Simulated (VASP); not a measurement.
TaN under changes of volume

One of the cells (10.991 Å³/atom); the others are scaled copies at fixed shape and fractional positions:

```xyz
2
Lattice="2.9575 0.0000 0.0000 -1.4787 2.5612 0.0000 0.0000 0.0000 2.9021" Properties=species:S:1:pos:R:3 pbc="T T T"
Ta    0.0000    0.0000    1.4510
N     1.4787    0.8537    0.0000
```

- Program: VASP 6.6.1
- Functional: PBE
- Potentials or basis: VASP PAW PBE potentials, release 64 (Ta_pv, N)
- Cutoff: 520 eV
- k mesh: 10 × 10 × 9
- Occupations: fermi-dirac, width 0.05 eV
- Spin: no spin polarisation

| volume (Å³/atom) | energy over the lowest point (meV/atom) | pressure (GPa) |
| --- | --- | --- |
| 10.129 | 73.93 | 31.0 |
| 10.345 | ? | ? |
| 10.560 | 15.19 | 13.0 |
| 10.991 | 0.00 | -1.5 |
| 11.207 | 6.07 | -7.7 |
| 11.422 | 20.04 | -13.2 |

Problem. What does the run at 10.345 Å³/atom give?

Solution. Energy over the lowest point 38.53 meV/atom; pressure 21.5 GPa.

Worked out: A Birch-Murnaghan fit of order 3 (a polynomial in V^(-2/3)) to the other rows has its minimum at 10.95 Å³/atom with B0 = V·E''(V) = 339 GPa and B' = 4.3 at fixed shape and positions, which overstates the stiffness. It gives 38.46 meV/atom at 10.345 Å³/atom, against the run's 38.53, and -dE/dV = 21.7 GPa, against 21.5.

Energies are extrapolated to zero smearing.
